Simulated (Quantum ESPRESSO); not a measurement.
The system is Te.

```
CELL_PARAMETERS angstrom
3.82029 -2.14820 0.00000
3.82029 2.14820 0.00000
-0.09429 0.00000 5.97609
ATOMIC_POSITIONS crystal
Te 0.00000 0.00000 0.00000
Te 0.30945 0.30945 0.33881
Te 0.69055 0.69055 0.66119
```

This isn't the form of Te at room conditions, which is trigonal, of chains.

```yaml
Program: Quantum ESPRESSO 7.5
Task: single point
Functional: PBE
Potentials_or_basis: SSSP 1.3 efficiency PBE
Cutoff: 748 eV
Density_cutoff: 5987 eV
k_mesh: 7 × 7 × 5
Occupations: fermi-dirac, width 0.05 eV
Spin: no spin polarisation
```

On this cell: pressure 0.4 GPa; largest force 0.154 eV/Å; band gap on the k mesh none (metal or under the smearing width).

The same run follows on a disturbed copy (atoms moved at random, drawn with an rms of 0.05 Å):

```
CELL_PARAMETERS angstrom
3.82029 -2.14820 0.00000
3.82029 2.14820 0.00000
-0.09429 0.00000 5.97609
ATOMIC_POSITIONS crystal
Te 0.99910 0.00192 0.00523
Te 0.31109 0.30452 0.33835
Te 0.69631 0.68038 0.66251
```

Task: What does the disturbed cell give?

Result: The energy (extrapolated to zero smearing) moves by -0.2 meV/atom; pressure 0.4 GPa; largest force 0.164 eV/Å; band gap on the k mesh none (metal or under the smearing width).

Forces on the atoms (eV/Å):
```
Te   0.035 -0.029 -0.040
Te   0.121  0.042 -0.009
Te  -0.156 -0.012  0.049
```

Stress tensor (GPa, compression positive):
```
 0.44 -0.03  0.07
-0.03  0.60  0.04
 0.07  0.04  0.25
```
